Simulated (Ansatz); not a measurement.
# Depolarisation of Li on Pd(111): the Topping model put to the test

In Topping's model the dipole per adsorbate falls as μ = μ₀/(1 + 9αn^(3/2)), with n the density and α a polarisability, so 1/μ is a straight line in n^(3/2).

Set-up. Ansatz 0.2.0, plane waves with PAW datasets (its set soft_2), PBE; 4 layers at the tabulated experimental lattice constant with the lower two held, adsorbates relaxed from the fcc site, dipole correction. μ is the change of the cell's dipole per adsorbate, positive end outwards.

| run | n^(3/2) (nm⁻³) | 1/μ (1/D) |
| --- | --- | --- |
| 0.111 ML | 2.21 | 0.409 |
| 0.25 ML | 7.45 | ? |
| 1 ML | 59.62 | 3.307 |

Q: Estimate the withheld value from the rows shown.

Two rows fix a line: slope = (3.307 − 0.409) / (59.62 − 2.21) = 0.05048, intercept 0.29741. The intercept gives μ₀ = 1/0.2974 = 3.36 D, and slope over intercept 9α = 0.170 nm³, or α = 19 Å³, an effective value that holds the metal's image. At 7.45 it gives 0.05048 × 7.45 + 0.29741 = 0.673 1/D. Rounding of the rows alone allows about ±0.001 1/D there; two rows can't show whether the line holds.

The run itself gives 0.525 1/D: a miss of −0.148 1/D, or 28.2 % of the value. In dipoles that is 1.49 D predicted against 1.90 D found. A miss this large means that the model doesn't hold over this range, and μ₀ and α above are fit values without physical meaning.

**Limits.** Heights and bonding change with coverage, which the model leaves out; its factor is about 9 for square and hexagonal arrays and differs for rectangular ones and rows; and slabs this thin add errors of their own. Other coverages were run too and are left out of this fit, which takes cells with one adsorbate each. The test is put only to electropositive adsorbates whose dipole falls by a fifth or more between the two rows shown.
